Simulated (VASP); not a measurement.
# Al₂Pt: molecular dynamics with a monitored distance, by stops when the distance exceeds

Al₂Pt, Fm-3m (no. 225), 12 atoms in the cell. PBE, molecular dynamics; PAW potentials Pt, Al (PBE set).

| Stops when the distance exceeds (Å) | Largest distance met (Å) | Steps run | Mean temperature (K) | Time (s) |
|---|---|---|---|---|
| 2.713 | 2.605 | 80 | 755 | 138 |
| 4.095 | 2.605 | 80 | 755 | 142 |

Limits: 160 fs of 12 atoms are too short for converged averages; the distance is that to the nearest periodic copy, which so small a cell caps.

## Input of the first row

INCAR:
```
ALGO = Fast
ANDERSEN_PROB = 0.05
EDIFF = 1E-5
ENCUT = 240
GGA = PE
IBRION = 0
ISIF = 2
ISMEAR = -1
ISYM = 0
KPAR = 2
LASPH = True
LCHARG = False
LREAL = Auto
LWAVE = False
MDALGO = 1
NELM = 60
NELMIN = 4
NSW = 80
POTIM = 2.0
PREC = Normal
RANDOM_SEED = 622897 0 0
SIGMA = 0.05
TEBEG = 1000
TEEND = 1000
VALUE_MAX = 2.713
VALUE_MIN = 1.28
```

KPOINTS:
```
k-points
0
Monkhorst-Pack
  2 2 2
```

ICONST:
```
R 1 7 7
```

POSCAR:
```
Al2Pt
1.0
    5.9100000000      0.0000000000      0.0000000000
    0.0000000000      5.9100000000      0.0000000000
    0.0000000000      0.0000000000      5.9100000000
Pt Al
4 8
Direct
    0.0000000000      0.0000000000      0.0000000000
    0.0000000000      0.5000000000      0.5000000000
    0.5000000000      0.0000000000      0.5000000000
    0.5000000000      0.5000000000      0.0000000000
    0.2500000000      0.2500000000      0.7500000000
    0.2500000000      0.7500000000      0.7500000000
    0.2500000000      0.7500000000      0.2500000000
    0.2500000000      0.2500000000      0.2500000000
    0.7500000000      0.2500000000      0.2500000000
    0.7500000000      0.7500000000      0.2500000000
    0.7500000000      0.7500000000      0.7500000000
    0.7500000000      0.2500000000      0.7500000000
```

Commands:
```
cat potpaw_PBE.64/Pt/POTCAR potpaw_PBE.64/Al/POTCAR > POTCAR
mpirun -np 2 vasp_std > vasp.out
```

Changes of the last row against the first:
```
- VALUE_MAX = 2.713
+ VALUE_MAX = 4.095
```

VASP 6.6.1 took 138 s on 2 cores (Intel Xeon 6975P-C (Granite Rapids)), a shared host.
